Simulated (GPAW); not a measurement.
# TiO2 (Anatase) (I4_1/amd) in GPAW: notebook

One crystal, TiO2 (Anatase), is run at these levels: PBE, LDA; tasks: single point.

Everything below comes from runs of GPAW 26.7.0. Logs are shortened: lines on timing, memory, paths and dates and some standing lists are left out, and cuts for length are marked. The log counts tension as positive stress, the text compression.

## 1. The crystal as given

Symmetry: I4_1/amd, No. 141, tetragonal system. Conventional cell: a = 3.784 Å, b = 3.784 Å, c = 9.515 Å, α = 90.00°, β = 90.00°, γ = 90.00°. Around Ti (site symmetry -4m2) lie 6 O at 1.93 to 1.98 Å. O (site symmetry 2mm) has 3 Ti at 1.93 to 1.98 Å as nearest neighbours.

## 2. Single point, PBE

The input, run.py:

```python
from ase import Atoms
from ase.dft.bandgap import bandgap
from ase.io import write
from ase.units import GPa
from gpaw import GPAW, PW

atoms = Atoms(['Ti', 'Ti', 'O', 'O', 'O', 'O'],
              cell=[[-1.8921, 1.8921, 4.7573],
                    [1.8921, -1.8921, 4.7573],
                    [1.8921, 1.8921, -4.7573]],
              scaled_positions=[[0.75, 0.25, 0.5],
                                [0.0, 0.0, 0.0],
                                [0.7919, 0.7919, 0.0],
                                [0.5419, 0.0419, 0.5],
                                [0.9581, 0.4581, 0.5],
                                [0.2081, 0.2081, 0.0]],
              pbc=True)

calc = GPAW(mode=PW(600),
            xc='PBE',
            kpts={'size': (8, 8, 8), 'gamma': True},
            occupations={'name': 'fermi-dirac', 'width': 0.05},
            nbands=43,
            maxiter=120,
            txt='gpaw.txt')
atoms.calc = calc
energy = atoms.get_potential_energy()
forces = atoms.get_forces()
stress = atoms.get_stress()
calc.write('gs.gpw')
write('result.traj', atoms)
print(f'Energy: {energy:.6f} eV')
print('Forces (eV/A):')
print(forces.round(4))
print('Stress (GPa):', (stress / GPa).round(3))
print('Fermi level:', round(calc.get_fermi_level(), 4), 'eV')
print(f'Gap: {bandgap(calc)[0]:.4f} eV, direct: {bandgap(calc, direct=True)[0]:.4f} eV')
```

Potentials or basis: GPAW PAW data sets (gpaw-data 1.2.1), pw.

Started as:

```
$ OMP_NUM_THREADS=1 python run.py
```

gpaw.txt:

```text
__  _  _
 | _ |_)|_||  |
 |__||  | ||/\| - 26.7.0

Input parameters:
  mode=PW(ecut=600.0),
  kpts=MonkhorstPack(size=(8, 8, 8), gamma=True),
  maxiter=120,
  nbands=43,
  occupations=Occupations(name='fermi-dirac', width=0.05),
  xc=XC(name='PBE')

Diagonalizing LCAO Hamiltonian
Converting LCAO to pw mode

       O

         O

         Ti

       O O

       Ti

Atoms  # Å, Bohr magnetons
|   | symbol |         x |         y |        z |    initial magnetic moments |
|---|--------|-----------|-----------|----------|-----------------------------|
| 0 |     Ti |  0.000000 |  1.892100 | 2.378650 | ( 0.0000,  0.0000,  0.0000) |
| 1 |     Ti |  0.000000 |  0.000000 | 0.000000 | ( 0.0000,  0.0000,  0.0000) |
| 2 |      O | -0.000000 |  0.000000 | 7.534612 | ( 0.0000,  0.0000,  0.0000) |
| 3 |      O |  0.000000 |  1.892100 | 0.398662 | ( 0.0000,  0.0000,  0.0000) |
| 4 |      O |  0.000000 |  1.892100 | 4.358638 | ( 0.0000,  0.0000,  0.0000) |
| 5 |      O |  0.000000 | -0.000000 | 1.979988 | ( 0.0000,  0.0000,  0.0000) |

Unit cell  # Å
| periodic |         x |         y |         z |  lengths |     angles |
|----------|-----------|-----------|-----------|----------|------------|
|      yes | -1.892100 |  1.892100 |  4.757300 | 5.458204 | 139.434593 |
|      yes |  1.892100 | -1.892100 |  4.757300 | 5.458204 | 139.434593 |
|      yes |  1.892100 |  1.892100 | -4.757300 | 5.458204 |  58.712803 |

Number of symmetries: 8
Symmetry operations  # r_c * U_cc + t_c -> r_c
|   | kind |            matrix            |
|---|------|------------------------------|
| 0 |  σ   |  1, 1, 1,  0, 0,-1,  0,-1, 0 |
| 1 |  E   |  1, 0, 0,  0, 1, 0,  0, 0, 1 |
| 2 |  C2  |  0, 1, 0,  1, 0, 0, -1,-1,-1 |
| 3 |  S4  |  0, 0, 1, -1,-1,-1,  0, 1, 0 |
| 4 |  σ   |  0, 0,-1,  1, 1, 1, -1, 0, 0 |
| 5 |  C2  |  0,-1, 0, -1, 0, 0,  0, 0,-1 |
| 6 |  C2  | -1, 0, 0,  0,-1, 0,  1, 1, 1 |
| 7 |  S4  | -1,-1,-1,  0, 0, 1,  1, 0, 0 |

BZ-sampling:
  Number of BZ points: 512
  Number of IBZ points: 59

  Monkhorst-Pack size: [8, 8, 8]
  Monkhorst-Pack shift: [0.0625, 0.0625, 0.0625]

K-points  # in reciprocal-cell coordinates
|     |                                coordinates |     weight |
|-----|--------------------------------------------|------------|
|   0 | (  0.00000000,   0.00000000,   0.00000000) | 0.00195312 |
|   1 | (  0.12500000,  -0.12500000,   0.00000000) | 0.00781250 |
|   2 | (  0.12500000,  -0.12500000,   0.12500000) | 0.00781250 |
|   3 | (  0.12500000,   0.00000000,   0.00000000) | 0.01562500 |
|   4 | (  0.12500000,   0.12500000,  -0.12500000) | 0.00390625 |
|   5 | (  0.25000000,  -0.25000000,   0.00000000) | 0.00781250 |
|   6 | (  0.25000000,  -0.25000000,   0.12500000) | 0.01562500 |
|   7 | (  0.25000000,  -0.25000000,   0.25000000) | 0.00781250 |
|   8 | (  0.25000000,  -0.12500000,   0.00000000) | 0.03125000 |
|   9 | (  0.25000000,  -0.12500000,   0.12500000) | 0.01562500 |
| ... |                                            |            |
|  58 | (  0.50000000,   0.50000000,   0.50000000) | 0.00195312 |

Plane wave coefficients: 2299
Cutoff: 600.0 eV

Spin-components: 1 (collinear spins)
Bands:           43
Projectors:      32
Spin-degeneracy: 2
Datatype:        complex128

Parallelization:
  kpt:    1
  domain: 1
  band:   1

Density:
  Valence electrons: 48.0
  Components: 1
  Grid points: [32 32 32]
  Charge: 0.0  # |e|

Potential:
  Grid points: [32 32 32]

species:
  Ti:
    name:    Titanium
    Z:       22.0
    valence: 12
    core:    10
    charge:  0.0  # [|e|]
    compensation charges:
      type: gauss
      rc: 0.38  # [Å]
      lmax: 2
    cutoffs:
      filter: 2.23  # [Å]
      core: 1.02  # [Å]
    projectors
    | kind |    occ | energy [eV] | rcut [Å] |
    |------|--------|-------------|----------|
    |   3s |  2.000 |     -62.623 |    1.270 |
    |   4s |  2.000 |      -4.466 |    1.270 |
    |   3p |  6.000 |     -38.862 |    1.058 |
    |   4p |  0.000 |      -1.466 |    1.058 |
    |   3d |  2.000 |      -4.258 |    1.058 |
    |    d |        |      22.953 |    1.058 |

    Using partial waves for Ti as LCAO basis

  O:
    name:    Oxygen
    Z:       8.0
    valence: 6
    core:    2
    charge:  0.0  # [|e|]
    compensation charges:
      type: gauss
      rc: 0.21  # [Å]
      lmax: 2
    cutoffs:
      filter: 1.17  # [Å]
      core: 0.83  # [Å]
    projectors
    | kind |    occ | energy [eV] | rcut [Å] |
    |------|--------|-------------|----------|
    |   2s |  2.000 |     -23.961 |    0.688 |
    |   2p |  4.000 |      -9.029 |    0.598 |
    |    s |        |       3.251 |    0.688 |
    |    p |        |      18.182 |    0.598 |
    |    d |        |       0.000 |    0.619 |

    Using partial waves for O as LCAO basis

Reference energy: -54611.437768  # eV

eigensolver:
  PPCG
  Converge bands: occupied
  niter=2

density mixing:
  MSR1-Mixer
  Pratt-step length: 0.05
  Maximum mixing coefficient: 0.75
  Old densities: 10
  SVD Regularization: 0.005
  Good broyden scale: 1.0
  Trust region scale: 1.0
  Backstep threshold: 4.0
  History deletion threshold: 6.0
  Fourier metric: weight=20.0, sigma=0.015

occupation numbers:
  Fermi-Dirac:
    width: 0.0500  # eV

poisson solver:
  ecut: 4800.0  # eV

xc functional:
  name: PBE with 2 nearest neighbor stencil

convergence criteria:
- Maximum [total energy] change in last 3 cyles: 0.0005 eV / valence electron
- Maximum integral of absolute [dens]ity change: 0.0001 electrons / valence electron
- Maximum integral of absolute [eigenst]ate change: 4e-08 eV^2 / valence electron
maximum number of iterations: 120

SCF iterations
|iter     | |      energy | eigst |  dens |
|---------|-|-------------|-------|-------|
|iter:   1| |  -61.215843 | -0.16 |       |
|iter:   2| |  -58.218674 | -1.89 | -0.78 |
|iter:   3| |  -52.551175 | -0.68 | -0.84 |
|iter:   4| |  -52.053050 | -1.86 | -1.31 |
|iter:   5| |  -52.027488 | -2.56 | -1.59 |
|iter:   6| |  -52.017558 | -3.46 | -2.00 |
|iter:   7| |  -52.017665c| -4.67 | -2.88 |
|iter:   8| |  -52.017699c| -5.81 | -3.40 |
|iter:   9| |  -52.017699c| -6.90 | -3.96 |
|iter:  10| |  -52.017699c| -7.49c| -4.21c|

Converged in 10 steps
Energy contributions relative to reference atoms: (reference = -54611.437768)

Energy contributions:
  Kinetic:          58.404266
  Coulomb:         -67.229653
  Zero:              0.962266
  External:          0.000000
  Xc:              -44.154578
  Entropy:          -0.000000
  Spinorbit:         0.000000
  ----------------------------
  Free energy:     -52.017699
  Extrapolated:    -52.017699

dipole moment: (-26.560107, -6.879741, 11.350079)  # |e|*Ang

Fermi level: 5.127
Eigenvalues  # (at kpt = [0.000, 0.000, 0.000])
| band index |      eig [eV] | occ [0-2] |
|------------|---------------|-----------|
|          0 |       -52.202 |     2.000 |
|        ... |               |           |
|         16 |         2.053 |     2.000 |
|         17 |         2.053 |     2.000 |
|         18 |         2.105 |     2.000 |
|         19 |         3.360 |     2.000 |
|         20 |         3.375 |     2.000 |
|         21 |         3.375 |     2.000 |
|         22 |         3.651 |     2.000 |
|         23 |         3.651 |     2.000 |
|         24 |         6.263 |     0.000 |
|         25 |         7.005 |     0.000 |
|         26 |         8.146 |     0.000 |
|         27 |         8.146 |     0.000 |
|         28 |         8.172 |     0.000 |
|         29 |         8.172 |     0.000 |
|         30 |         9.194 |     0.000 |
|         31 |         9.475 |     0.000 |
|        ... |               |           |
|         42 |        22.603 |     0.000 |

Gap: 2.173 eV
Transition (v -> c):
  (s=0, k=15, n=23, [0.38, -0.38, 0.00]) -> (s=0, k=0, n=24, [0.00, 0.00, 0.00])
Direct/indirect transitions are different
Direct gap: 2.474 eV
Transition at: (s=0, k=13, n=23, [0.25, 0.25, -0.25])

Forces  # eV/Ang
|       x |       y |        z |
|---------|---------|----------|
| 0.00000 | 0.00000 |  0.00000 |  # Ti   0
| 0.00000 | 0.00000 |  0.00000 |  # Ti   1
| 0.00000 | 0.00000 | -0.12954 |  # O    2
| 0.00000 | 0.00000 | -0.12948 |  # O    3
| 0.00000 | 0.00000 |  0.12948 |  # O    4
| 0.00000 | 0.00000 |  0.12954 |  # O    5

Stress tensor  # eV/Ang^3
|         x |         y |         z |
|-----------|-----------|-----------|
| -0.001670 |  0.000000 | -0.000000 |
|  0.000000 | -0.001670 | -0.000000 |
| -0.000000 | -0.000000 | -0.009351 |

# Writing to gs.gpw (mode='')
```

Wall time 2.6 min (1 thread of Arm Neoverse V1, shared host); peak memory 0.32 GiB.

Results:

| Item | Value |
| --- | --- |
| Free energy | -52.0177 eV |
| Pressure | 0.7 GPa |
| Largest force | 0.130 eV/Å |
| Band gap on the k mesh | 2.17 eV, indirect (least direct gap 2.47 eV) |

Forces in eV/Å, atoms in the order of the input:
```
Ti   0.000  0.000  0.000
Ti   0.000  0.000  0.000
O    0.000  0.000 -0.130
O    0.000  0.000 -0.129
O    0.000  0.000  0.129
O    0.000  0.000  0.130
```

Levels at points of the mesh, in eV from the valence-band top:
```tsv
k point	band 21	band 22	band 23	band 24	band 25	band 26	band 27	band 28
(0.00, 0.00, 0.00)	-0.71	-0.71	-0.44	-0.44	2.17	2.92	4.06	4.06
(0.50, 0.00, 0.50)	-1.92	-0.91	-0.79	-0.60	3.30	3.62	3.63	3.73
(0.50, 0.50, 0.00)	-2.02	-2.02	0.00	0.00	3.41	3.41	3.89	3.89
(0.50, 0.50, 0.50)	-1.22	-1.22	-0.09	-0.09	2.53	2.53	3.84	3.84
```

Caveat: the cutoff is short for stress and forces, so pressures can be off by a GPa or more.

## 3. Single point, LDA

Changes to run.py since step 2:

```diff
@@ -19,3 +19,3 @@
 calc = GPAW(mode=PW(600),
-            xc='PBE',
+            xc='LDA',
             kpts={'size': (8, 8, 8), 'gamma': True},
```

Potentials or basis: the program's PAW data sets (release 1.2.1) made for this functional, pw.

Started as:

```
$ OMP_NUM_THREADS=1 python run.py
```

Wall time 2.6 min (1 thread of Arm Neoverse V1, shared host); peak memory 0.32 GiB.

Results (log left out):

```
Free energy            : -57.2272 eV
Pressure               : -11.4 GPa
Largest force          : 0.094 eV/Å
Band gap on the k mesh : 2.07 eV, indirect (least direct gap 2.38 eV)
```

Forces in eV/Å, atoms in the order of the input:
```
Ti   0.000  0.000  0.000
Ti   0.000  0.000  0.000
O    0.000  0.000  0.094
O    0.000  0.000  0.094
O    0.000  0.000 -0.094
O    0.000  0.000 -0.094
```

Stress tensor (GPa, compression positive):
```
-11.71   0.00   0.00
  0.00 -11.71   0.00
  0.00   0.00 -10.83
```

Levels at points of the mesh, in eV from the valence-band top:
```tsv
k point	band 22	band 23	band 24	band 25	band 26	band 27
(0.00, 0.00, 0.00)	-0.73	-0.45	-0.45	2.07	2.84	3.99
(0.50, 0.00, 0.50)	-0.94	-0.80	-0.60	3.22	3.54	3.58
(0.50, 0.50, 0.00)	-2.07	0.00	0.00	3.35	3.35	3.84
(0.50, 0.50, 0.50)	-1.24	-0.09	-0.09	2.44	2.44	3.78
```

Caveat: the cutoff is short for stress and forces, so pressures can be off by a GPa or more.
